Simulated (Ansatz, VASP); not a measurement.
## Two plane-wave programs on Na2S

```
CELL_PARAMETERS angstrom
0.00000 3.25062 3.25062
3.25062 0.00000 3.25062
3.25062 3.25062 0.00000
ATOMIC_POSITIONS crystal
Na 0.25000 0.25000 0.25000
Na 0.75000 0.75000 0.75000
S 0.00000 0.00000 0.00000
```

Alike in both runs: functional PBEsol; k mesh 8 × 8 × 8; occupations gaussian, width 0.02 eV; no spin polarisation.

Ansatz relaxed the structure, and its values are those at the end. VASP's run is a single point on that final structure, the one shown.

|  | VASP | Ansatz |
| --- | --- | --- |
| version | VASP 6.6.1 | Ansatz 0.2.0 |
| potentials or method | VASP PAW PBE potentials, release 64 (Na_pv, S) | scalar-relativistic, plane waves, PAW |
| plane-wave cutoff (eV) | 520 | 420 |
| valence electrons in the cell | 20 | 24 |

|  | VASP | Ansatz | Ansatz less VASP |
| --- | --- | --- | --- |
| gap on the k mesh at the Fermi level (eV) | 2.42 | 2.43 | +0.004 |
| least direct gap on the mesh (eV) | 2.42 | 2.43 | +0.004 |
| pressure (GPa) | 0.1 | 0.0 | -0.07 |

The two sets of potentials don't hold the same shells in valence.

Caveats: the PAW data sets were made with another functional, which shifts forces and pressure a little (VASP). Expect the measured gap to be larger: semilocal functionals such as PBEsol lack the derivative discontinuity. A k mesh can miss the band edges.
